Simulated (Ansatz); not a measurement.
# KI: band gap under strain

How does strain move the band edges of KI (rocksalt), and do the functionals agree on it? States: +1.6 % strain along z alone; +5.3 % shear in the xy plane; +1.4 % biaxial strain in x and y, z held.

Program: Ansatz 0.2.0. PAW datasets, plane waves. Computed at 0 K without zero-point motion; spin polarisation is off.

### Step 1. The system as given

The unstrained cell was relaxed with r2SCAN; in each strained cell the atoms were relaxed again with r2SCAN. Names of k-points are those of the unstrained zone, where strain can split equivalent points. First state: +1.6 % strain along z alone.

Space group I4/mmm (No. 139), tetragonal; a = 5.012 Å, c = 7.204 Å in the conventional setting, 45.25 Å³ an atom. K has 6 I at 3.54–3.60 Å; I has 6 K at 3.54–3.60 Å.

Coordinates:

```cif
data_structure
_symmetry_space_group_name_H-M 'I4/mmm'
_symmetry_Int_Tables_number 139
_cell_length_a 5.0124
_cell_length_b 5.0124
_cell_length_c 7.2041
_cell_angle_alpha 90.000
_cell_angle_beta 90.000
_cell_angle_gamma 90.000
_cell_volume 181.00
loop_
_atom_site_label
_atom_site_type_symbol
_atom_site_symmetry_multiplicity
_atom_site_Wyckoff_symbol
_atom_site_fract_x
_atom_site_fract_y
_atom_site_fract_z
_atom_site_occupancy
K1 K 2 a 0.00000 0.00000 0.00000 1
I1 I 2 b 0.50000 0.50000 0.00000 1
```

### Step 2. +1.6 % strain along z alone: PBE

Input file input.yaml:

```yaml
crystal:
  lattice:
    - [0.0, 3.5442843396, 3.6020561744]
    - [3.5442843396, 0.0, 3.6020561744]
    - [3.5442843396, 3.5442843396, 0.0]
  atoms:
    - { symbol: K, position: [0.0, 0.0, 0.0] }
    - { symbol: I, position: [0.5, 0.5, 0.5] }
kpoints:
  mp_grid: { grid: [6, 6, 6] }
  band_path:
    path:
      - [0.0, 0.0, 0.0]
      - [0.5, 0.0, 0.5]
      - [0.625, 0.25, 0.625]
      - [0.375, 0.375, 0.75]
      - [0.5, 0.5, 0.5]
      - [0.5, 0.25, 0.75]
    npoints: 1
hamiltonian:
  xc: pbe
scf:
  occupations: { method: fermi_dirac, width: 0.02 }
  n_extra_bands: 4
output:
  forces: true
  stress: true
  eigenvalues: true
```

The runs that follow: +1.6 % strain along z alone: r2SCAN; +1.6 % strain along z alone: HSE06; +5.3 % shear in the xy plane: PBE; +5.3 % shear in the xy plane: r2SCAN; +5.3 % shear in the xy plane: HSE06; +1.4 % biaxial strain in x and y, z held: PBE; +1.4 % biaxial strain in x and y, z held: r2SCAN; +1.4 % biaxial strain in x and y, z held: HSE06.

What does the calculation give?

**Answer**, as computed:

Least gap in eV (negative: overlap):

| state | PBE | r2SCAN | HSE06 |
| --- | --- | --- | --- |
| +1.6 % strain along z alone | 3.91 | 4.54 | 4.90 |
| +5.3 % shear in the xy plane | 3.86 | 4.50 | 4.86 |
| +1.4 % biaxial strain in x and y, z held | 3.88 | 4.51 | 4.87 |

Where both were run, the HSE06 gap lies +0.99 eV from PBE's, each on its own k points. In PBE the gap is least under +5.3 % shear in the xy plane (3.86 eV) and largest under +1.6 % strain along z alone (3.91 eV). Spin-orbit coupling is left out of the table, though the cell holds I (Z = 53); in an element this heavy it can shift bands and gaps by tenths of an eV.
